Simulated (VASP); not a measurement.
# Ti (Fm-3m) in VASP: further runs, part 2 of 2

VASP 6.6.1. The steps go on from the part before.

## Step 3: Relaxation of cell and atoms, r2SCAN

This run uses another cell than the first one, of the same volume but with other edges.

INCAR

```
ALGO     = Normal         # electronic algorithm
EDIFF    = 1E-7           # SCF threshold, eV
EDIFFG   = -0.01          # ionic threshold
ENCUT    = 600            # plane-wave cutoff, eV
IBRION   = 2              # ionic algorithm
ISIF     = 3              # what is computed and relaxed
ISMEAR   = 1              # smearing method
LASPH    = True           # aspherical terms in the spheres
LCHARG   = False          # write CHGCAR
LMIXTAU  = True         
LREAL    = False          # projectors in reciprocal space
LWAVE    = False          # write WAVECAR
METAGGA  = R2SCAN         # meta-GGA
NELM     = 80             # most SCF steps
NSW      = 60             # ionic steps
PREC     = Accurate       # precision mode
SIGMA    = 0.1            # smearing width, eV
```

KPOINTS

```
k-points
0
Gamma
  11 11 11
```

POSCAR

```
Ti
1.0
    0.0000000000      2.0300000000      2.0300000000
    2.0300000000      0.0000000000      2.0300000000
    2.0300000000      2.0300000000      0.0000000000
Ti
1
Direct
    0.0000000000      0.0000000000      0.0000000000
```

Potentials or basis: VASP PAW PBE potentials, release 64 (Ti_sv).

Launch:

```bash
cat potpaw_PBE.64/Ti_sv/POTCAR > POTCAR
mpirun -np 1 vasp_std > vasp.out
```

OUTCAR:

```text
EDIFF = 1E-7
   EDIFFG = -0.01
   ENCUT = 600
   IBRION = 2
   ISIF = 3
   ISMEAR = 1
   LASPH = True
   LREAL = False
   METAGGA = R2SCAN
   NELM = 80
   NSW = 60
   PREC = Accurate

 ion  position               nearest neighbor table
   1  0.000  0.000  0.000-

  LATTYP: Found a face centered cubic cell.
 ALAT       =     4.0600000000

  Lattice vectors:

 A1 = (   0.0000000000,   2.0300000000,   2.0300000000)
 A2 = (   2.0300000000,   0.0000000000,   2.0300000000)
 A3 = (   2.0300000000,   2.0300000000,   0.0000000000)

Analysis of symmetry for initial positions (statically):
=====================================================================
 Subroutine PRICEL returns:
 Original cell was already a primitive cell.

[... 257 lines left out ...]
 k-point     1 :       0.0000    0.0000    0.0000
  band No.  band energies     occupation
      1     -50.8537      2.00000
      2     -25.6602      2.00000
      3     -25.6602      2.00000
      4     -25.6602      2.00000
      5       1.7355      2.00000
      6       9.1985     -0.00000
      7       9.1985     -0.00000
      8       9.1985     -0.00000
      9      10.9944      0.00000
     10      10.9944      0.00000
[... 287 lines left out ...]
 k-point    24 :      -0.1818    0.1818    0.0000
  band No.  band energies     occupation
      1     -50.7697      2.00000
      2     -26.0423      2.00000
      3     -25.8164      2.00000
      4     -25.7038      2.00000
      5       4.3000      2.00000
      6       8.0371      2.06181
      7       9.1307     -0.00000
      8      10.1099     -0.00000
      9      10.1911      0.00000
     10      11.9081      0.00000

 [... further k-points ...]

------------------------ aborting loop because EDIFF is reached ----------------------------------------

  FORCE on cell =-STRESS in cart. coord.  units (eV):
  Direction    XX          YY          ZZ          XY          YZ          ZX
  --------------------------------------------------------------------------------------
  -------------------------------------------------------------------------------------
  Total       -0.0019942     -0.0019942     -0.0019942     -0.0000000     -0.0000000      0.0000000
  in kB       -0.1834196     -0.1834196     -0.1834196     -0.0000000     -0.0000000      0.0000000
  external PRESSURE =      -0.1834196 kB  Pullay stress =       0.0000000 kB
[... 16 lines left out ...]
  FREE ENERGIE OF THE ION-ELECTRON SYSTEM (eV)
  ---------------------------------------------------
  free  energy   TOTEN  =       -12.8796212977 eV

  energy  without entropy=      -12.8786530934  energy(sigma->0) =      -12.87929856

 reached required accuracy - stopping structural energy minimisation
```

OSZICAR:

```text
N       E                     dE             d eps       ncg     rms          rms(c)
DAV:   1     0.804263974869E+02    0.80426E+02   -0.77215E+03  1120   0.166E+03
DAV:   2    -0.118844277715E+02   -0.92311E+02   -0.90904E+02  1168   0.349E+02
DAV:   3    -0.169845822738E+02   -0.51002E+01   -0.50574E+01  1534   0.818E+01
[... 51 lines left out ...]
DAV:  12    -0.128796203275E+02    0.45128E-06   -0.35081E-07  1092   0.865E-03    0.164E-03
DAV:  13    -0.128796214120E+02   -0.10846E-05   -0.16655E-07   928   0.607E-03    0.442E-04
DAV:  14    -0.128796211619E+02    0.25012E-06   -0.17486E-08   576   0.152E-03    0.861E-05
DAV:  15    -0.128796213146E+02   -0.15269E-06   -0.46359E-09   572   0.862E-04    0.104E-04
DAV:  16    -0.128796212977E+02    0.16902E-07   -0.34757E-09   572   0.527E-04
   3 F= -.12879621E+02 E0= -.12879299E+02  d E =-.968530E-02
```

CONTCAR:

```text
Ti
   1.00000000000000
     0.0000000000000000    2.0574687236343143    2.0574687236343143
     2.0574687236343143    0.0000000000000000    2.0574687236343143
     2.0574687236343143    2.0574687236343143    0.0000000000000000
  Ti
     1
Direct
     0.0000000000000000    0.0000000000000000    0.0000000000000000

  0.00000000E+00  0.00000000E+00  0.00000000E+00
```

It took 56 s on 1 thread of Intel Xeon 6975P-C (Granite Rapids), shared host; peak memory 0.15 GiB.

What came out:

```
Free energy                            : -12.8796 eV
Relaxed volume                         : 17.42 Å³/atom
Relaxed cell                           : a = 2.910 Å, b = 2.910 Å, c = 2.910 Å, α = 60.00°, β = 60.00°, γ = 60.00°
Space group after relaxing (to 0.05 Å) : Fm-3m (No. 225)
Energy gained by relaxing              : 9.7 meV/atom
Ionic steps                            : 3
Pressure after relaxing                : 0.0 GPa
Band gap on the k mesh                 : none (metal or under the smearing width)
```

The path:
```csv
step,energy change (eV),largest force (eV/Å),pressure (GPa),volume (Å³)
1,0.0000,0.0000,4.63,16.73
2,-0.0048,0.0000,-3.02,17.93
3,-0.0097,0.0000,-0.02,17.42
```

Final structure:
```xyz
1
Lattice="0.0000 2.0575 2.0575 2.0575 0.0000 2.0575 2.0575 2.0575 0.0000" Properties=species:S:1:pos:R:3 pbc="T T T"
Ti    0.0000    0.0000    0.0000
```

Levels at points of the mesh, in eV from the Fermi level:
```
           k point  band 4  band 5  band 6  band 7  band 8  band 9
(0.00, 0.00, 0.00)  -33.84   -6.44    1.02    1.02    1.02    2.82
```

Caveat: the PAW data sets were made with another functional, which shifts forces and pressure a little. Zero-point motion and thermal expansion aren't in these numbers.

## Step 4: Relaxation of cell and atoms, SCAN

This run uses another cell than the first one, of the same volume but with other edges.

INCAR

```
SYSTEM = Ti
PREC     = Accurate       ! precision mode
ENCUT    = 600            ! plane-wave cutoff, eV
EDIFF    = 1E-7           ! SCF threshold, eV
ISMEAR   = 1              ! smearing method
SIGMA    = 0.1            ! smearing width, eV
LREAL    = .False.        ! projectors in reciprocal space
LASPH    = .True.         ! aspherical terms in the spheres
NELM     = 60             ! most SCF steps
ALGO     = Normal         ! electronic algorithm
ISIF     = 3              ! what is computed and relaxed
LWAVE    = .False.        ! write WAVECAR
LCHARG   = .False.        ! write CHGCAR
METAGGA  = SCAN           ! meta-GGA
LMIXTAU  = .True.       
IBRION   = 2              ! ionic algorithm
NSW      = 40             ! ionic steps
EDIFFG   = -0.02          ! ionic threshold
```

KPOINTS

```
regular mesh
0
Gamma
  11 11 11
  0 0 0
```

POSCAR is that of step 3.

Potentials or basis: VASP PAW PBE potentials, release 64 (Ti_sv).

Launch:

```bash
cat potpaw_PBE.64/Ti_sv/POTCAR > POTCAR
mpirun -np 1 vasp_std > vasp.out
```

OUTCAR:

```text
SYSTEM = Ti
   PREC = Accurate
   ENCUT = 600
   EDIFF = 1E-7
   ISMEAR = 1
   LREAL = .False.
   LASPH = .True.
   NELM = 60
   ISIF = 3
   METAGGA = SCAN
   IBRION = 2
   NSW = 40
   EDIFFG = -0.02

 ion  position               nearest neighbor table
   1  0.000  0.000  0.000-

  LATTYP: Found a face centered cubic cell.
 ALAT       =     4.0600000000

  Lattice vectors:

 A1 = (   0.0000000000,   2.0300000000,   2.0300000000)
 A2 = (   2.0300000000,   0.0000000000,   2.0300000000)
 A3 = (   2.0300000000,   2.0300000000,   0.0000000000)

Analysis of symmetry for initial positions (statically):
=====================================================================
 Subroutine PRICEL returns:
 Original cell was already a primitive cell.

[... 292 lines left out ...]
 k-point     1 :       0.0000    0.0000    0.0000
  band No.  band energies     occupation
      1     -50.8838      2.00000
      2     -25.6201      2.00000
      3     -25.6190      2.00000
      4     -25.6189      2.00000
      5       1.8654      2.00000
      6       9.2298     -0.00000
      7       9.2300     -0.00000
      8       9.2300     -0.00000
      9      11.0739      0.00000
     10      11.0754      0.00000
[... 287 lines left out ...]
 k-point    24 :      -0.1818    0.1818    0.0000
  band No.  band energies     occupation
      1     -50.7984      2.00000
      2     -26.0083      2.00000
      3     -25.7804      2.00000
      4     -25.6644      2.00000
      5       4.4174      2.00000
      6       8.0937      2.05093
      7       9.1824     -0.00000
      8      10.1650     -0.00000
      9      10.2677      0.00000
     10      12.0185      0.00000

 [... further k-points ...]

------------------------ aborting loop because EDIFF is reached ----------------------------------------

  FORCE on cell =-STRESS in cart. coord.  units (eV):
  Direction    XX          YY          ZZ          XY          YZ          ZX
  --------------------------------------------------------------------------------------
  -------------------------------------------------------------------------------------
  Total       -0.0053924     -0.0053924     -0.0053924     -0.0000000      0.0000000     -0.0000000
  in kB       -0.4997691     -0.4997691     -0.4997691     -0.0000000      0.0000000     -0.0000000
  external PRESSURE =      -0.4997691 kB  Pullay stress =       0.0000000 kB
[... 16 lines left out ...]
  FREE ENERGIE OF THE ION-ELECTRON SYSTEM (eV)
  ---------------------------------------------------
  free  energy   TOTEN  =       -15.9755270823 eV

  energy  without entropy=      -15.9743129071  energy(sigma->0) =      -15.97512236

 reached required accuracy - stopping structural energy minimisation
```

OSZICAR:

```text
N       E                     dE             d eps       ncg     rms          rms(c)
DAV:   1     0.768783775746E+02    0.76878E+02   -0.77102E+03  1120   0.165E+03
DAV:   2    -0.149257059793E+02   -0.91804E+02   -0.90404E+02  1168   0.348E+02
DAV:   3    -0.200065266256E+02   -0.50808E+01   -0.50394E+01  1542   0.817E+01
[... 94 lines left out ...]
DAV:  14    -0.159755287260E+02   -0.13265E-05   -0.10868E-08   564   0.151E-03    0.212E-04
DAV:  15    -0.159755270763E+02    0.16497E-05   -0.27693E-09   560   0.899E-04    0.468E-05
DAV:  16    -0.159755269445E+02    0.13177E-06   -0.88276E-10   560   0.493E-04    0.207E-05
DAV:  17    -0.159755271791E+02   -0.23456E-06   -0.26279E-10   560   0.249E-04    0.129E-05
DAV:  18    -0.159755270823E+02    0.96810E-07   -0.67490E-11   560   0.972E-05
   4 F= -.15975527E+02 E0= -.15975122E+02  d E =-.374655E-02
```

Wall time 97 s (1 thread of Intel Xeon 6975P-C (Granite Rapids), shared host); peak memory 0.15 GiB.

What came out:

- Free energy: -15.9755 eV
- Relaxed volume: 17.29 Å³/atom
- Relaxed cell: a = 2.902 Å, b = 2.902 Å, c = 2.902 Å, α = 60.00°, β = 60.00°, γ = 60.00°
- Space group after relaxing (to 0.05 Å): Fm-3m (No. 225)
- Energy gained by relaxing: 3.7 meV/atom
- Ionic steps: 4
- Pressure after relaxing: 0.0 GPa
- Band gap on the k mesh: none (metal or under the smearing width)

The path:
| step | energy change (eV) | largest force (eV/Å) | pressure (GPa) | volume (Å³) |
| --- | --- | --- | --- | --- |
| 1 | 0.0000 | 0.0000 | 3.70 | 16.73 |
| 2 | 0.0016 | 0.0000 | -2.44 | 17.68 |
| 3 | -0.0041 | 0.0000 | 1.16 | 17.11 |
| 4 | -0.0037 | 0.0000 | -0.05 | 17.29 |

Final structure:
```
Ti
1.0
     0.00000    2.05226    2.05226
     2.05226    0.00000    2.05226
     2.05226    2.05226    0.00000
Ti
1
Direct
  0.00000 0.00000 0.00000
```

Caveat: the PAW data sets were made with another functional, which shifts forces and pressure a little.

## Step 5: Relaxation of the atoms, r2SCAN (cell strained at random at fixed volume)

run.py

```python
from ase.calculators.vasp import Vasp
from ase.io import read
from ase.optimize import FIRE

atoms = read('POSCAR')
calc = Vasp(
    directory='calc',
    xc='r2scan',
    pp='PBE',
    setups='recommended',
    prec='Accurate',
    encut=520,
    ediff=1e-06,
    ismear=1,
    sigma=0.1,
    lreal=False,
    lasph=True,
    nelm=80,
    algo='Normal',
    isif=2,
    lwave=False,
    lcharg=False,
    lmixtau=True,
    kpts=[8, 8, 8],
    gamma=True,
)
atoms.calc = calc
opt = FIRE(atoms, trajectory='relax.traj')
converged = opt.run(fmax=0.01, steps=40)
print('converged:', converged)

print('energy (eV):', atoms.get_potential_energy())
print('free energy (eV):', atoms.get_potential_energy(force_consistent=True))
print('forces (eV/A):')
print(atoms.get_forces())
print('stress (eV/A^3, Voigt):', atoms.get_stress())
print('Fermi level (eV):', calc.get_fermi_level())
print('cell (A, degrees):', atoms.cell.cellpar())
print('volume (A^3):', atoms.get_volume())
print('scaled positions:')
print(atoms.get_scaled_positions())
```

POSCAR

```
Ti
1.0
    0.0376050000      2.0138520000      2.0509610000
    2.0499500000      0.0134040000      2.0751620000
    2.0391470000      2.0272490000      0.0242080000
Ti
1
Direct
   -0.0417590000     -0.0161270000     -0.0206390000
```

Launch:

```bash
python run.py
```

Run time: 89 s. Hardware: 1 thread of Intel Xeon 6975P-C (Granite Rapids), shared host; peak memory 0.17 GiB.

It converged, with:

- Free energy: -12.8639 eV
- Pressure after relaxing: 4.9 GPa
- Band gap on the k mesh: none (metal or under the smearing width)

Stress tensor (GPa, compression positive):
```
 4.83 -0.95 -1.39
-0.95  5.43  0.04
-1.39  0.04  4.51
```

Final structure:
```
Ti
1.0
     0.03760    2.01385    2.05096
     2.04995    0.01340    2.07516
     2.03915    2.02725    0.02421
Ti
1
Direct
  0.95824 0.98387 0.97936
```

Levels at points of the mesh, in eV from the Fermi level:
| k point | band 2 | band 3 | band 4 | band 5 | band 6 | band 7 | band 8 | band 9 | band 10 |
| --- | --- | --- | --- | --- | --- | --- | --- | --- | --- |
| (0.00, 0.00, 0.00) | -33.82 | -33.80 | -33.78 | -6.61 | 0.78 | 0.98 | 1.12 | 2.78 | 2.93 |
| (0.50, 0.00, 0.00) | -34.60 | -33.93 | -33.91 | -2.84 | 0.69 | 0.70 | 0.97 | 3.91 | 4.01 |
| (0.00, 0.50, 0.00) | -34.59 | -33.90 | -33.89 | -2.86 | 0.45 | 0.81 | 0.97 | 3.82 | 4.03 |
| (0.50, 0.50, 0.00) | -34.54 | -34.08 | -34.05 | -2.85 | -1.91 | 2.73 | 3.98 | 4.19 | 4.20 |
| (0.00, 0.00, 0.50) | -34.60 | -33.92 | -33.89 | -2.85 | 0.55 | 0.65 | 1.09 | 3.90 | 3.99 |
| (0.50, 0.00, 0.50) | -34.54 | -34.11 | -34.06 | -2.85 | -1.97 | 3.10 | 3.99 | 4.15 | 4.24 |
| (0.00, 0.50, 0.50) | -34.54 | -34.09 | -34.06 | -2.85 | -1.95 | 2.99 | 3.96 | 4.16 | 4.25 |
| (0.50, 0.50, 0.50) | -34.58 | -33.89 | -33.88 | -2.87 | 0.32 | 0.82 | 1.02 | 3.85 | 3.97 |

Caveat: the relaxation stopped at its first step, so nothing moved; the PAW data sets were made with another functional, which shifts forces and pressure a little.

## Step 6: Relaxation of cell and atoms, PBEsol

This run uses another cell than the first one, of the same volume but with other edges.

INCAR

```
PREC = Accurate ; ENCUT = 600
EDIFF = 1E-7 ; ISMEAR = -1
SIGMA = 0.05 ; LREAL = False
LASPH = True ; NELM = 100
ALGO = Normal ; ISIF = 3
LWAVE = False ; LCHARG = False
GGA = PS ; IBRION = 2
NSW = 60 ; EDIFFG = -0.01
```

KPOINTS

```
Automatic mesh
0
Gamma
  10 10 10
```

POSCAR

```
Ti
1.0
    0.0000000000      2.0300000000      2.0300000000
    2.0300000000      0.0000000000      2.0300000000
    2.0300000000      2.0300000000      0.0000000000
Ti
1
Direct
    0.0000000000      0.0000000000      0.0000000000
```

Potentials or basis: VASP PAW PBE potentials, release 64 (Ti_sv).

Launch:

```bash
cat potpaw_PBE.64/Ti_sv/POTCAR > POTCAR
mpirun -np 1 vasp_std > vasp.out
```

Run time: 12 s. Hardware: 1 thread of Intel Xeon Platinum 8488C (Sapphire Rapids), shared host; peak memory 0.14 GiB.

It converged, with:

```yaml
Free_energy: -8.2901 eV
Relaxed_volume: 16.62 Å³/atom
Relaxed_cell: a = 2.865 Å, b = 2.865 Å, c = 2.865 Å, α = 60.00°, β = 60.00°, γ = 60.00°
Space_group_after_relaxing_to_0.05_Å: Fm-3m (No. 225)
Energy_gained_by_relaxing: 0.2 meV/atom
Ionic_steps: 3
Pressure_after_relaxing: 0.0 GPa
Band_gap_on_the_k_mesh: none (metal or under the smearing width)
```

Step by step:
```csv
step,energy change (eV),largest force (eV/Å),pressure (GPa),volume (Å³)
1,0.0000,0.0000,-0.73,16.73
2,-0.0001,0.0000,0.51,16.55
3,-0.0002,0.0000,0.00,16.62
```

Final structure:
```
CELL_PARAMETERS angstrom
0.00000 2.02565 2.02565
2.02565 0.00000 2.02565
2.02565 2.02565 0.00000
ATOMIC_POSITIONS crystal
Ti 0.00000 0.00000 0.00000
```

Levels at points of the mesh, in eV from the Fermi level:
| k point | band 2 | band 3 | band 4 | band 5 | band 6 | band 7 | band 8 | band 9 | band 10 |
| --- | --- | --- | --- | --- | --- | --- | --- | --- | --- |
| (0.00, 0.00, 0.00) | -32.30 | -32.30 | -32.30 | -6.21 | 0.90 | 0.90 | 0.90 | 2.63 | 2.63 |
| (0.50, 0.00, 0.00) | -33.08 | -32.40 | -32.40 | -2.70 | 0.75 | 0.77 | 0.77 | 3.79 | 3.79 |
| (0.50, 0.50, 0.00) | -33.03 | -32.57 | -32.57 | -2.75 | -1.83 | 3.04 | 3.77 | 4.09 | 4.09 |

Caveat: the PAW data sets were made with another functional, which shifts forces and pressure a little.

## Step 7: The runs side by side

```csv
task,level,potentials or basis,cell,k mesh,cutoff (eV),smearing,optimiser,ladder,gap on the mesh (eV),pressure (GPa),relaxed volume (Å³/atom)
relaxation of the atoms,vdW-DF-cx,"VASP PAW PBE potentials, release 64 (Ti_sv_GW)",atoms relaxed from: cell strained at random at fixed volume,11 × 11 × 11,600,gaussian 0.05 eV,-,-,none,-1.3,-
relaxation of cell and atoms,r2SCAN,"VASP PAW PBE potentials, release 64 (Ti_sv)",relaxed,11 × 11 × 11,600,methfessel-paxton 0.1 eV,-,-,none,0.0,17.42
relaxation of cell and atoms,SCAN,"VASP PAW PBE potentials, release 64 (Ti_sv)",relaxed,11 × 11 × 11,600,methfessel-paxton 0.1 eV,-,-,none,0.0,17.29
relaxation of the atoms,r2SCAN,"VASP PAW PBE potentials, release 64 (Ti_sv)",atoms relaxed from: cell strained at random at fixed volume,8 × 8 × 8,520,methfessel-paxton 0.1 eV,FIRE,-,none,4.9,-
relaxation of cell and atoms,PBEsol,"VASP PAW PBE potentials, release 64 (Ti_sv)",relaxed,10 × 10 × 10,600,fermi-dirac 0.05 eV,-,gaps,none,0.0,16.62
```

Alike in all rows: no spin polarisation.

Caveats: the PAW data sets were made with another functional, which shifts forces and pressure a little; the relaxation stopped at its first step, so nothing moved (some runs).

Absolute energies hang on the potentials; compare differences alone.
